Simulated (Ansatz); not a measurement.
## Ni (hcp)

Method: PBE with spin–orbit coupling; two-component spinors; PAW, 420 eV, Γ-centred 20×20×10 mesh, 0.05 eV Gaussian smearing; code Ansatz; PAW files: Ansatz's generated set soft_2.

```yaml
crystal:
  lattice:
    - [2.48336, 0.00000, 0.00000]
    - [-1.24168, 2.15065, 0.00000]
    - [0.00000, 0.00000, 4.08882]
  atoms:
    - { symbol: Ni, position: [0.33333, 0.66667, 0.75000] }
    - { symbol: Ni, position: [0.66667, 0.33333, 0.25000] }
```

At room temperature and ambient pressure Ni is fcc.

Magnetic state: ferromagnetic, site spin moments Ni 0.65 μB, along [001] (Cartesian), which lowers the symmetry.

The cell is relaxed to zero pressure at this level.

Path: Γ–M–K–Γ–A–L–H–A | L–M | H–K, with Γ = (0.000, 0.000, 0.000), M = (0.500, 0.000, 0.000), K = (0.333, 0.333, 0.000), A = (0.000, 0.000, 0.500), L = (0.500, 0.000, 0.500), H = (0.333, 0.333, 0.500) in reciprocal vectors of the calculation's cell.

**Question.** Is it a metal or an insulator, and if it has a gap, where are the band edges on this path?

**Answer.** A metal: bands cross the Fermi level.

Levels between -4 and 4 eV from the Fermi level at the path's named points:
```tsv
point	below E_F (eV)	above E_F (eV)
Γ	-2.49 -2.47 -2.28 -2.21 -2.02 -1.87 -1.79 -1.68 -1.64 -1.60 -1.45 -1.32 -1.02 -0.93 -0.80 -0.69 -0.56 -0.50 -0.06	0.04
M	-3.89 -3.61 -2.46 -2.45 -2.33 -2.16 -2.12 -1.78 -1.73 -1.40 -0.63 -0.58 -0.52	0.15 0.18 0.27 1.10 1.59 2.96 3.34
K	-3.88 -3.70 -3.65 -3.43 -3.36 -3.24 -3.20 -3.01 -2.65 -2.57 -2.07 -2.00 -1.81 -1.16 -0.95 -0.87 -0.80 -0.16 -0.09 -0.06	
A	-2.79 -2.79 -2.49 -2.49 -2.35 -2.35 -2.17 -2.17 -1.81 -1.81 -1.66 -1.66 -1.06 -1.06 -0.99 -0.99 -0.33 -0.33 -0.27 -0.27	
L	-3.48 -3.48 -2.90 -2.90 -1.60 -1.60 -1.05 -1.05 -0.89 -0.89 -0.56 -0.56 -0.42 -0.42	0.23 0.23 1.35 1.35 1.52 1.52
H	-3.56 -3.51 -3.48 -3.41 -3.01 -3.01 -2.96 -2.96 -2.83 -2.72 -2.33 -2.22 -1.81 -1.67 -1.12 -0.98 -0.74 -0.71	0.04 0.07
```

Site moments are of spin, integrated over Gaussian weights of 0.5 Å, which gives about a tenth less on f atoms than spheres do. No antiparallel order was tried.
